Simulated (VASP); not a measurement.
The system is SiC (Moissanite 3C).

```
Si C
1.0
     0.00000    2.17900    2.17900
     2.17900    0.00000    2.17900
     2.17900    2.17900    0.00000
Si C
1 1
Cartesian
  0.0000 0.0000 0.0000
  1.0895 1.0895 1.0895
```

Base run:

```yaml
Program: VASP 6.6.1
Functional: HSE06
Potentials_or_basis: VASP PAW PBE potentials, release 64 (Si, C)
Cutoff: 520 eV
k_mesh: 6 × 6 × 6
Occupations: gaussian, width 0.03 eV
Spin: no spin polarisation
```

Its results: band gap on the k mesh 2.25 eV, indirect (least direct gap 5.75 eV); pressure -1.8 GPa.

Question: The run is repeated on the same cell with these changes: functional from HSE06 to PBE0. What comes out?

Answer: Band gap on the k mesh 2.96 eV, indirect (least direct gap 6.48 eV); pressure -1.9 GPa.

Caveats: the PAW data sets were made with another functional, which shifts forces and pressure a little.

Not every run made on this cell is shown here.
